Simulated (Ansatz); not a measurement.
# Computed properties of RbCl (rocksalt)

All numbers come from Ansatz. (Simulation; no magnetic order is allowed.)

The cell is rocksalt RbCl; cell and atoms were relaxed with r2SCAN. Space group Fm-3m (No. 225), cubic; a = 6.612 Å in the conventional setting, 36.13 Å³ an atom. Rb is surrounded by 6 Cl at 3.31 Å; Cl is surrounded by 6 Rb at 3.31 Å.

```
Rb Cl
1.0
     0.00000    3.30581    3.30581
     3.30581    0.00000    3.30581
     3.30581    3.30581    0.00000
Rb Cl
1 1
Cartesian
  0.0000 0.0000 0.0000
  3.3058 3.3058 3.3058
```

Relaxed lattice by functional, symmetry kept:

| functional | k mesh | a (Å) | volume (Å³/atom) |
| --- | --- | --- | --- |
| PBE | 6×6×6 | 6.696 | 37.53 |
| r2SCAN | 6×6×6 | 6.612 | 36.13 |

On this one geometry the levels give:
```csv
level,k mesh,gap (eV),kind,edges,least direct gap (eV),rough cost
PBE,6×6×6,4.96,direct,Γ,4.96,2.3 core-seconds
PBE+SOC,6×6×6,4.91,direct,Γ,4.91,6 core-seconds
r2SCAN,6×6×6,5.56,direct,Γ,5.56,4 core-seconds
HSE06,4×4×4,6.25,direct,Γ,6.25,27 core-seconds
PBE0,4×4×4,6.99,direct,Γ,6.99,27 core-seconds
"G0W0@PBE (215 empty bands, 120 eV, 4×4×4)",4×4×4,7.57,–,Γ (mesh),–,40 core-seconds
```
PBE: smearing of 0.02 eV; the others have fixed occupations.
Wave cutoffs: 420 eV, 500 eV (r2SCAN).
The G0W0 gap is PBE's gap over the path plus the quasiparticle shift read on the mesh. The G0W0 figures hold for the stated bands, cutoff and mesh and aren't extrapolated.
Costs come from shared machines and give only the order; PBE's includes the band path.

The HSE06 gap is direct at Γ: 6.25 eV. Spin-orbit coupling changes the PBE gap by -0.04 eV, to 4.91 eV; at Γ the threefold valence level splits into a fourfold and a twofold level 0.13 eV apart, the fourfold one on top.

r2SCAN covers 46 % of the step from PBE to HSE06, while HSE06 needs about 8 times r2SCAN's cost (on a coarser mesh). Spin-orbit coupling moves the least or the direct gap by up to 0.04 eV, so it can be left out where a tenth of an eV counts. Among these functionals the gap stays direct.

r2SCAN (ground state on 6×6×6): ε∞: 2.24 in all directions. Born charges, averaged over directions: Rb +1.15, Cl -1.15 e.

Only the levels marked +SOC include spin-orbit coupling.

The meshes of the hybrids are coarse, so their gaps aren't converged to the digits shown.
